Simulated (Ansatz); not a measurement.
Input, command and steps of an Ansatz relaxation.

```yaml
crystal:
  lattice:
    - [3.063314, -3.081373, 0.0]
    - [3.063314, 3.081373, 0.0]
    - [0.0, 0.0, 6.126894]
  atoms:
    - { symbol: In, position: [0.279411, 0.720589, 0.25] }
    - { symbol: In, position: [0.720589, 0.279411, 0.75] }
    - { symbol: Sb, position: [0.777205, 0.222795, 0.25] }
    - { symbol: Sb, position: [0.222795, 0.777205, 0.75] }
basis:
  ecutwfc: 500
kpoints:
  mp_grid: { grid: [10, 10, 8] }
hamiltonian:
  xc: r2scan
scf:
  occupations: { method: gaussian, width: 0.1 }
output:
  forces: true
  stress: true
  eigenvalues: true
  write_density: true
  write_potential: true
  elf: true
  volumetric_format: npy
relax:
  adjacent_minimum: "off"
  f_tol: 0.005
  max_steps: 80
  cell: { stress_tol: 0.05 }
```

```bash
ansatz run input.yaml --threads 1 --pin off --max-ram 2560MiB --backend cpu --events-out ev --progress --plain --runs-dir out
```

Theory: DFT r2SCAN, scalar-relativistic, plane waves, PAW in Ansatz.

Of 6 frames 5 are shown, positions in Å and forces in eV/Å; the SCF threshold varies from step to step. Steps run on the plane waves of an earlier cell, with a Pulay correction in the pressure. The basis is chosen afresh for the last frame, the zero of the energies, and at times for earlier ones too; energy and pressure step there, also at an unchanged geometry.

```xyz
4
Lattice="3.0633 -3.0814 0.0000 3.0633 3.0814 0.0000 0.0000 0.0000 6.1269" Properties=species:S:1:pos:R:3:forces:R:3 pbc="T T T" step=1 free_energy_over_end_meV_per_atom=6.39 pressure_GPa=-1.39
In    3.0633    1.3594    1.5317    0.0000    0.0101    0.0000
In    3.0633   -1.3594    4.5952    0.0000   -0.0101    0.0000
Sb    3.0633   -1.7083    1.5317    0.0000    0.0661    0.0000
Sb    3.0633    1.7083    4.5952    0.0000   -0.0661    0.0000
4
Lattice="3.0220 -3.0434 0.0000 3.0220 3.0434 0.0000 0.0000 0.0000 6.0350" Properties=species:S:1:pos:R:3:forces:R:3 pbc="T T T" step=2 free_energy_over_end_meV_per_atom=2.86 pressure_GPa=0.85
In    3.0220    1.3779    1.5088    0.0000    0.0305    0.0000
In    3.0220   -1.3779    4.5263    0.0000   -0.0305    0.0000
Sb    3.0220   -1.6427    1.5088    0.0000    0.0017    0.0000
Sb    3.0220    1.6427    4.5263    0.0000   -0.0017    0.0000
4
Lattice="3.0366 -3.0558 0.0000 3.0366 3.0558 0.0000 0.0000 0.0000 6.0831" Properties=species:S:1:pos:R:3:forces:R:3 pbc="T T T" step=3 free_energy_over_end_meV_per_atom=0.72 pressure_GPa=-0.05
In    3.0366    1.4448    1.5208    0.0000    0.0339    0.0000
In    3.0366   -1.4448    4.5624    0.0000   -0.0339    0.0000
Sb    3.0366   -1.5908    1.5208    0.0000   -0.0094    0.0000
Sb    3.0366    1.5908    4.5624    0.0000    0.0094    0.0000
4
Lattice="3.0399 -3.0510 0.0000 3.0399 3.0510 0.0000 0.0000 0.0000 6.1075" Properties=species:S:1:pos:R:3:forces:R:3 pbc="T T T" step=4 free_energy_over_end_meV_per_atom=0.22 pressure_GPa=-0.21
In    3.0399    1.5225    1.5269    0.0000    0.0357    0.0000
In    3.0399   -1.5225    4.5806    0.0000   -0.0357    0.0000
Sb    3.0399   -1.5143    1.5269    0.0000   -0.0445    0.0000
Sb    3.0399    1.5143    4.5806    0.0000    0.0445    0.0000
4
Lattice="3.0403 -3.0422 0.0000 3.0403 3.0422 0.0000 0.0000 0.0000 6.0998" Properties=species:S:1:pos:R:3:forces:R:3 pbc="T T T" step=6 free_energy_over_end_meV_per_atom=0.00 pressure_GPa=0.00
In    3.0403    1.5219    1.5250    0.0000    0.0004    0.0000
In    3.0403   -1.5219    4.5749    0.0000   -0.0004    0.0000
Sb    3.0403   -1.5202    1.5250    0.0000   -0.0009    0.0000
Sb    3.0403    1.5202    4.5749    0.0000    0.0009    0.0000
```

The run took 9 min on 1 thread of Intel(R) Xeon(R) Platinum 8375C CPU @ 2.90GHz (Ice Lake) (shared host), peak memory 1 GiB.